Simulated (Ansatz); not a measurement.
**Ga under changes of volume**

One of the cells (19.595 Å³/atom); the others are scaled copies at fixed shape and fractional positions:

```xyz
4
Lattice="2.2615 -3.8305 0.0000 2.2615 3.8305 0.0000 0.0000 0.0000 4.5240" Properties=species:S:1:pos:R:3 pbc="T T T"
Ga    2.2615    1.1867    1.8956
Ga    2.2615    2.6438    4.1576
Ga    2.2615   -1.1867    2.6284
Ga    2.2615   -2.6438    0.3664
```

* Program: Ansatz 0.2.0
* Functional: PBEsol
* Potentials or basis: all-electron LAPW, scalar-relativistic
* Cutoff: 311 eV (chosen from the basis error)
* Basis error allowed: 0.001 eV/atom
* k mesh: 7 × 7 × 6
* Occupations: fermi-dirac, width 0.05 eV
* Spin: no spin polarisation

| volume (Å³/atom) | energy over the lowest point (meV/atom) | pressure (GPa) | largest force (eV/Å) |
| --- | --- | --- | --- |
| 18.419 | 4.09 | 2.3 | 0.129 |
| 18.811 | 0.40 | 0.8 | 0.127 |
| 19.203 | 0.00 | -0.4 | 0.125 |
| 19.595 | 2.54 | -1.6 | 0.123 |
| 19.987 | 7.64 | -2.5 | 0.121 |
| 20.379 | ? | ? | ? |
| 20.771 | 24.11 | -4.1 | 0.118 |

Question: What does the run at 20.379 Å³/atom give?

Answer: Energy over the lowest point 14.94 meV/atom; pressure -3.4 GPa; largest force 0.119 eV/Å.

Worked out: A Birch-Murnaghan fit of order 3 (a polynomial in V^(-2/3)) to the other rows has its minimum at 19.05 Å³/atom with B0 = V·E''(V) = 61 GPa and B' = 5.7 at fixed shape and positions, which overstates the stiffness. It gives 14.91 meV/atom at 20.379 Å³/atom, against the run's 14.94, and -dE/dV = -3.4 GPa, against -3.4.

Energies are extrapolated to zero smearing.
